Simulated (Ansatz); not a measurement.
# AgCl (Chlorargyrite) under changes of volume

One of the cells (20.458 Å³/atom); the others are scaled copies at fixed shape and fractional positions:

```
Ag Cl
1.0
     0.00000    2.73500    2.73500
     2.73500    0.00000    2.73500
     2.73500    2.73500    0.00000
Ag Cl
1 1
Direct
  0.00000 0.00000 0.00000
  0.50000 0.50000 0.50000
```

* Program: Ansatz 0.2.0
* Functional: PBEsol
* Potentials or basis: Ansatz PAW
* Cutoff: 420 eV (not typed: the program's choice for these potentials)
* k mesh: 8 × 8 × 8
* Occupations: fermi-dirac, width 0.05 eV
* Spin: no spin polarisation

| volume (Å³/atom) | energy over the lowest point (meV/atom) | pressure (GPa) | gap on the mesh (eV) |
| --- | --- | --- | --- |
| 19.231 | 9.02 | 3.2 | 0.73 |
| 19.640 | 2.77 | 1.7 | 0.73 |
| 20.049 | 0.00 | 0.5 | 0.72 |
| 20.458 | ? | ? | ? |
| 20.868 | 3.33 | -1.7 | 0.73 |
| 21.277 | 8.74 | -2.5 | 0.73 |
| 21.686 | 16.23 | -3.3 | 0.74 |

What does the run at 20.458 Å³/atom give?

Energy over the lowest point 0.31 meV/atom; pressure -0.7 GPa; gap on the mesh 0.73 eV.

Worked out: A Birch-Murnaghan fit of order 3 (a polynomial in V^(-2/3)) to the other rows has its minimum at 20.21 Å³/atom with B0 = V·E''(V) = 57 GPa and B' = 5.3. It gives 0.31 meV/atom at 20.458 Å³/atom, against the run's 0.31, and -dE/dV = -0.7 GPa, against -0.7. A parabola through the other rows of the gap, of slope 0.0799 eV per unit of ln V there, gives 0.72 eV, against the run's 0.73.

Energies are extrapolated to zero smearing.

Caveats: the PAW data sets come from PBE, with cores solved anew for the run's functional, which leaves a small shift of forces and pressure.

A mesh can miss the band edges. Spin-orbit coupling on Ag is left out.
